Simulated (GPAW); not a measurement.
# SnTe (Fm-3m) in GPAW: a series of runs

Aim: see how the results for SnTe move with the level of theory and the settings. Levels: PBE, revPBE, TB-mBJ, RPBE+D3, LDA. Tasks: band structure, single point, equation of state.

Everything below comes from runs of GPAW 26.7.0. Logs are shortened: lines on timing, memory, paths and dates and some standing lists are left out, and cuts for length are marked. The log counts tension as positive stress, the text compression.

**What was measured.**

From a printed reference work, textbook, for a bulk crystal of SnTe at 300 K: band gap 0.18 eV (direct).

The runs below are set against these values where they give the same quantity.

## Step 1: The crystal as given

The structure is cubic, space group Fm-3m (No. 225). The conventional cell has a = 6.302 Å, b = 6.302 Å, c = 6.302 Å, α = 90.00°, β = 90.00°, γ = 90.00°. Te (site symmetry m-3m) is surrounded by 6 Sn at 3.15 Å. Around Sn (site symmetry m-3m) lie 6 Te at 3.15 Å.

## Step 2: Band structure, PBE

Input file run.py:

```python
import spglib
from ase import Atoms
from ase.dft.bandgap import bandgap
from ase.io import read, write
from gpaw import GPAW

atoms = read('SnTe.cif')
cell, positions, numbers = spglib.find_primitive(
    (atoms.cell[:], atoms.get_scaled_positions(), atoms.numbers), symprec=1e-4)
atoms = Atoms(numbers, cell=cell, scaled_positions=positions, pbc=True)

calc = GPAW(mode='lcao',
            h=0.2,
            basis='szp(dzp)',
            xc='PBE',
            kpts={'size': (6, 6, 6), 'gamma': True},
            occupations={'name': 'fermi-dirac', 'width': 0.05},
            convergence={'density': 1e-05, 'energy': 1e-05},
            maxiter=150,
            txt='gpaw.txt')
atoms.calc = calc
energy = atoms.get_potential_energy()
forces = atoms.get_forces()
calc.write('gs.gpw')
write('result.traj', atoms)
print(f'Energy: {energy:.6f} eV')
print('Forces (eV/A):')
print(forces.round(4))
print('Fermi level:', round(calc.get_fermi_level(), 4), 'eV')
print(f'Gap: {bandgap(calc)[0]:.4f} eV, direct: {bandgap(calc, direct=True)[0]:.4f} eV')

path = atoms.cell.bandpath('GXWKGLUWLK,UX', npoints=100, eps=1e-4)
bs_calc = calc.fixed_density(kpts=path, symmetry='off', txt='bands.txt')
bs = bs_calc.band_structure()
bs.write('bs.json')
print(f'Gap on the path: {bandgap(bs_calc)[0]:.4f} eV')
```

Input file SnTe.cif:

```cif
data_SnTe
_cell_length_a 6.30170000
_cell_length_b 6.30170000
_cell_length_c 6.30170000
_cell_angle_alpha 90.00000000
_cell_angle_beta 90.00000000
_cell_angle_gamma 90.00000000
_space_group_name_H-M_alt 'Fm-3m'
_space_group_name_Hall '-F 4 2 3'
_space_group_IT_number 225
loop_
_space_group_symop_operation_xyz
'x,y,z'
'-x,-y,-z'
'-y,x,z'
'y,-x,-z'
'-x,-y,z'
'x,y,-z'
'y,-x,z'
'-y,x,-z'
'x,-y,-z'
'-x,y,z'
'-y,-x,-z'
'y,x,z'
'-x,y,-z'
'x,-y,z'
'y,x,-z'
'-y,-x,z'
'z,x,y'
'-z,-x,-y'
'z,-y,x'
'-z,y,-x'
'z,-x,-y'
'-z,x,y'
'z,y,-x'
'-z,-y,x'
'-z,x,-y'
'z,-x,y'
'-z,-y,-x'
'z,y,x'
'-z,-x,y'
'z,x,-y'
'-z,y,x'
'z,-y,-x'
'y,z,x'
'-y,-z,-x'
'x,z,-y'
'-x,-z,y'
'-y,z,-x'
'y,-z,x'
'-x,z,y'
'x,-z,-y'
'-y,-z,x'
'y,z,-x'
'-x,-z,-y'
'x,z,y'
'y,-z,-x'
'-y,z,x'
'x,-z,y'
'-x,z,-y'
'x,y+1/2,z+1/2'
'-x,-y+1/2,-z+1/2'
'-y,x+1/2,z+1/2'
[... 62 lines left out ...]
'-z+1/2,-x,-y+1/2'
'z+1/2,-y,x+1/2'
'-z+1/2,y,-x+1/2'
'z+1/2,-x,-y+1/2'
'-z+1/2,x,y+1/2'
'z+1/2,y,-x+1/2'
'-z+1/2,-y,x+1/2'
'-z+1/2,x,-y+1/2'
'z+1/2,-x,y+1/2'
'-z+1/2,-y,-x+1/2'
'z+1/2,y,x+1/2'
'-z+1/2,-x,y+1/2'
'z+1/2,x,-y+1/2'
'-z+1/2,y,x+1/2'
'z+1/2,-y,-x+1/2'
'y+1/2,z,x+1/2'
'-y+1/2,-z,-x+1/2'
'x+1/2,z,-y+1/2'
'-x+1/2,-z,y+1/2'
'-y+1/2,z,-x+1/2'
'y+1/2,-z,x+1/2'
'-x+1/2,z,y+1/2'
'x+1/2,-z,-y+1/2'
'-y+1/2,-z,x+1/2'
'y+1/2,z,-x+1/2'
'-x+1/2,-z,-y+1/2'
'x+1/2,z,y+1/2'
'y+1/2,-z,-x+1/2'
'-y+1/2,z,x+1/2'
'x+1/2,-z,y+1/2'
'-x+1/2,z,-y+1/2'
'x+1/2,y+1/2,z'
'-x+1/2,-y+1/2,-z'
'-y+1/2,x+1/2,z'
'y+1/2,-x+1/2,-z'
'-x+1/2,-y+1/2,z'
'x+1/2,y+1/2,-z'
'y+1/2,-x+1/2,z'
'-y+1/2,x+1/2,-z'
'x+1/2,-y+1/2,-z'
'-x+1/2,y+1/2,z'
'-y+1/2,-x+1/2,-z'
'y+1/2,x+1/2,z'
'-x+1/2,y+1/2,-z'
'x+1/2,-y+1/2,z'
'y+1/2,x+1/2,-z'
'-y+1/2,-x+1/2,z'
'z+1/2,x+1/2,y'
'-z+1/2,-x+1/2,-y'
'z+1/2,-y+1/2,x'
'-z+1/2,y+1/2,-x'
'z+1/2,-x+1/2,-y'
'-z+1/2,x+1/2,y'
'z+1/2,y+1/2,-x'
'-z+1/2,-y+1/2,x'
'-z+1/2,x+1/2,-y'
'z+1/2,-x+1/2,y'
'-z+1/2,-y+1/2,-x'
'z+1/2,y+1/2,x'
'-z+1/2,-x+1/2,y'
'z+1/2,x+1/2,-y'
'-z+1/2,y+1/2,x'
'z+1/2,-y+1/2,-x'
'y+1/2,z+1/2,x'
'-y+1/2,-z+1/2,-x'
'x+1/2,z+1/2,-y'
'-x+1/2,-z+1/2,y'
'-y+1/2,z+1/2,-x'
'y+1/2,-z+1/2,x'
'-x+1/2,z+1/2,y'
'x+1/2,-z+1/2,-y'
'-y+1/2,-z+1/2,x'
'y+1/2,z+1/2,-x'
'-x+1/2,-z+1/2,-y'
'x+1/2,z+1/2,y'
'y+1/2,-z+1/2,-x'
'-y+1/2,z+1/2,x'
'x+1/2,-z+1/2,y'
'-x+1/2,z+1/2,-y'
loop_
_atom_site_label
_atom_site_type_symbol
_atom_site_symmetry_multiplicity
_atom_site_Wyckoff_symbol
_atom_site_fract_x
_atom_site_fract_y
_atom_site_fract_z
_atom_site_occupancy
Te1 Te 4 b 0.5000000000 0.0000000000 0.0000000000 1
Sn1 Sn 4 a 0.0000000000 0.0000000000 0.0000000000 1
```

Potentials or basis: GPAW PAW data sets (gpaw-data 1.2.1), lcao:szp(dzp).

The run is started by

```bash
$ OMP_NUM_THREADS=1 python run.py
```

gpaw.txt:

```text
__  _  _
 | _ |_)|_||  |
 |__||  | ||/\| - 26.7.0

Input parameters:
  mode=LCAO(),
  basis={'default': 'szp(dzp)'},
  convergence={'density': 1e-05, 'energy': 1e-05},
  h=0.2,
  kpts=MonkhorstPack(size=(6, 6, 6), gamma=True),
  maxiter=150,
  occupations=Occupations(name='fermi-dirac', width=0.05),
  xc=XC(name='PBE')

                 Te

       Sn

Atoms  # Å, Bohr magnetons
|   | symbol |        x |        y |        z |    initial magnetic moments |
|---|--------|----------|----------|----------|-----------------------------|
| 0 |     Te | 3.150850 | 3.150850 | 3.150850 | ( 0.0000,  0.0000,  0.0000) |
| 1 |     Sn | 0.000000 | 0.000000 | 0.000000 | ( 0.0000,  0.0000,  0.0000) |

Unit cell  # Å
| periodic |        x |        y |        z |  lengths |    angles |
|----------|----------|----------|----------|----------|-----------|
|      yes | 0.000000 | 3.150850 | 3.150850 | 4.455975 | 60.000000 |
|      yes | 3.150850 | 0.000000 | 3.150850 | 4.455975 | 60.000000 |
|      yes | 3.150850 | 3.150850 | 0.000000 | 4.455975 | 60.000000 |

Number of symmetries: 48
Symmetry operations  # r_c * U_cc + t_c -> r_c
|    | kind |            matrix            |
|----|------|------------------------------|
|  0 |  σ   |  1, 0, 0,  1, 0,-1,  1,-1, 0 |
|  1 |  C2  |  1, 0, 0,  1,-1, 0,  1, 0,-1 |
|  2 |  E   |  1, 0, 0,  0, 1, 0,  0, 0, 1 |
|  3 |  σ   |  1, 0, 0,  0, 0, 1,  0, 1, 0 |
|  4 |  C4  |  1, 0,-1,  1, 0, 0,  1,-1, 0 |
|  5 |  S6  |  1, 0,-1,  1,-1, 0,  1, 0, 0 |
|  6 |  σ   |  1, 0,-1,  0, 1,-1,  0, 0,-1 |
|  7 |  C3  |  1, 0,-1,  0, 0,-1,  0, 1,-1 |
|  8 |  S6  |  1,-1, 0,  1, 0, 0,  1, 0,-1 |
|  9 |  C4  |  1,-1, 0,  1, 0,-1,  1, 0, 0 |
| 10 |  C3  |  1,-1, 0,  0,-1, 1,  0,-1, 0 |
| 11 |  σ   |  1,-1, 0,  0,-1, 0,  0,-1, 1 |
| 12 |  σ   |  0, 1, 0,  1, 0, 0,  0, 0, 1 |
| 13 |  C4  |  0, 1, 0,  0, 1,-1, -1, 1, 0 |
| 14 |  C3  |  0, 1, 0,  0, 0, 1,  1, 0, 0 |
| 15 |  S6  |  0, 1, 0, -1, 1, 0,  0, 1,-1 |
| 16 |  C2  |  0, 1,-1,  1, 0,-1,  0, 0,-1 |
[... 17 lines left out ...]
| 34 |  S4  |  0,-1, 0,  0,-1, 1,  1,-1, 0 |
| 35 |  C2  |  0,-1, 0, -1, 0, 0,  0, 0,-1 |
| 36 |  C2  | -1, 1, 0,  0, 1, 0,  0, 1,-1 |
| 37 |  S6  | -1, 1, 0,  0, 1,-1,  0, 1, 0 |
| 38 |  S4  | -1, 1, 0, -1, 0, 1, -1, 0, 0 |
| 39 |  C3  | -1, 1, 0, -1, 0, 0, -1, 0, 1 |
| 40 |  S6  | -1, 0, 1,  0, 0, 1,  0,-1, 1 |
| 41 |  C2  | -1, 0, 1,  0,-1, 1,  0, 0, 1 |
| 42 |  C3  | -1, 0, 1, -1, 1, 0, -1, 0, 0 |
| 43 |  S4  | -1, 0, 1, -1, 0, 0, -1, 1, 0 |
| 44 |  C2  | -1, 0, 0,  0, 0,-1,  0,-1, 0 |
| 45 |  i   | -1, 0, 0,  0,-1, 0,  0, 0,-1 |
| 46 |  σ   | -1, 0, 0, -1, 1, 0, -1, 0, 1 |
| 47 |  C2  | -1, 0, 0, -1, 0, 1, -1, 1, 0 |

BZ-sampling:
  Number of BZ points: 216
  Number of IBZ points: 16

  Monkhorst-Pack size: [6, 6, 6]
  Monkhorst-Pack shift: [0.08333333333333333, 0.08333333333333333, 0.08333333333333333]

K-points  # in reciprocal-cell coordinates
|     |                                coordinates |     weight |
|-----|--------------------------------------------|------------|
|   0 | (  0.00000000,   0.00000000,   0.00000000) | 0.00462963 |
|   1 | (  0.16666667,   0.16666667,   0.00000000) | 0.02777778 |
|   2 | (  0.16666667,   0.16666667,   0.16666667) | 0.03703704 |
|   3 | (  0.33333333,   0.16666667,   0.16666667) | 0.05555556 |
|   4 | (  0.33333333,   0.33333333,  -0.33333333) | 0.05555556 |
|   5 | (  0.33333333,   0.33333333,   0.00000000) | 0.02777778 |
|   6 | (  0.33333333,   0.33333333,   0.16666667) | 0.11111111 |
|   7 | (  0.33333333,   0.33333333,   0.33333333) | 0.03703704 |
[... 273 lines left out ...]
    core:    36
    charge:  0.0  # [|e|]
    compensation charges:
      type: gauss
      rc: 0.38  # [Å]
      lmax: 2
    cutoffs:
      filter: 2.23  # [Å]
      core: 2.35  # [Å]
    projectors
    | kind |    occ | energy [eV] | rcut [Å] |
    |------|--------|-------------|----------|
    |   5s |  2.000 |     -10.538 |    1.201 |
    |   5p |  2.000 |      -3.696 |    1.270 |
    |   4d | 10.000 |     -25.845 |    1.185 |
    |    s |        |      16.674 |    1.201 |
    |    p |        |      23.515 |    1.270 |
    |    d |        |       1.367 |    1.185 |

    LCAO basis set for Sn:
      Name: szp(dzp)
      File: <dir>
      Number of radial functions: 4
      Number of spherical harmonics: 14
        l=0, rc=7.1250 Bohr: 5s-sz confined orbital
        l=1, rc=9.5469 Bohr: 5p-sz confined orbital
        l=2, rc=4.0625 Bohr: 4d-sz confined orbital
        l=2, rc=9.5469 Bohr: d-type Gaussian polarization
      Number of RI-basis functions 0

Reference energy: -352801.376741  # eV

eigensolver:
  <gpaw.new.lcao.eigensolver.LCAOEigensolver object>
density mixing:
  MSR1-Mixer
  Pratt-step length: 0.05
  Maximum mixing coefficient: 0.75
  Old densities: 10
  SVD Regularization: 0.005
  Good broyden scale: 1.0
  Trust region scale: 1.0
  Backstep threshold: 4.0
  History deletion threshold: 6.0
  Fourier metric: weight=20.0, sigma=0.015

occupation numbers:
  Fermi-Dirac:
    width: 0.0500  # eV

FastPoissonSolver using
    Stencil: 12*3+1=37 point O(h^6) finite-difference Laplacian
    FFT axes: [np.int64(0), np.int64(1), np.int64(2)]
    FST axes: []

xc functional:
  name: PBE with 2 nearest neighbor stencil
interpolation: tri-quintic # 5. degree polynomial

convergence criteria:
- Maximum integral of absolute [dens]ity change: 1e-05 electrons / valence electron
- Maximum [total energy] change in last 3 cyles: 1e-05 eV / valence electron
- Maximum integral of absolute [eigenst]ate change: 4e-08 eV^2 / valence electron
maximum number of iterations: 150

SCF iterations
|iter     | |      energy | eigst |  dens |
|---------|-|-------------|-------|-------|
|iter:   1| |   -6.961591 |      c|       |
|iter:   2| |   -6.951963 |      c| -1.65 |
|iter:   3| |   -6.895964 |      c| -1.68 |
|iter:   4| |   -6.893788 |      c| -2.21 |
|iter:   5| |   -6.893658 |      c| -2.68 |
|iter:   6| |   -6.893647c|      c| -3.29 |
|iter:   7| |   -6.893647c|      c| -4.91 |
|iter:   8| |   -6.893647c|      c| -5.31c|

Converged in 8 steps
Energy contributions relative to reference atoms: (reference = -352801.376741)

Energy contributions:
  Kinetic:           6.507566
  Coulomb:          -6.254296
  Zero:              0.107864
  External:          0.000000
  Xc:               -7.253470
  Entropy:          -0.002620
  Spinorbit:         0.000000
  ----------------------------
  Free energy:      -6.894957
  Extrapolated:     -6.893647

dipole moment: (-21.511679, -21.511679, -21.511679)  # |e|*Ang

Fermi level: 6.716
Eigenvalues  # (at kpt = [0.000, 0.000, 0.000])
| band index |      eig [eV] | occ [0-2] |
|------------|---------------|-----------|
|          0 |       -15.627 |     2.000 |
|        ... |               |           |
|          2 |       -15.616 |     2.000 |
|          3 |       -15.616 |     2.000 |
|          4 |       -15.614 |     2.000 |
|          5 |        -6.250 |     2.000 |
|          6 |         1.802 |     2.000 |
|          7 |         4.396 |     2.000 |
|          8 |         4.396 |     2.000 |
|          9 |         4.396 |     2.000 |
|         10 |        10.106 |     0.000 |
|         11 |        10.106 |     0.000 |
|         12 |        10.106 |     0.000 |

Gap: 0.057 eV
Transition (v -> c):
  (s=0, k=15, n=9, [0.50, 0.50, 0.50]) -> (s=0, k=15, n=10, [0.50, 0.50, 0.50])
No difference between direct/indirect transitions

Forces  # eV/Ang
|       x |        y |        z |
|---------|----------|----------|
| 0.00000 |  0.00000 |  0.00000 |  # Te   0
| 0.00000 | -0.00000 | -0.00000 |  # Sn   1

# Writing to gs.gpw (mode='')
```

It took 23 s on 1 thread of Arm Neoverse V1, shared host; peak memory 0.18 GiB.

The run converged, but some of its settings lie outside the range that counts as converged, so its numbers aren't taken as properties of the crystal.

Results:

```
Free energy             : -6.8950 eV
Band gap on the k mesh  : 0.06 eV, direct
Band gap along the path : 0.06 eV, direct
```

Caveat: the real-space grid adds noise to forces; spin-orbit coupling is left out, which moves the levels of the heavy elements; the basis of atomic orbitals isn't converged, which shifts pressures, moduli and gaps.

[end of part 1 of 3]
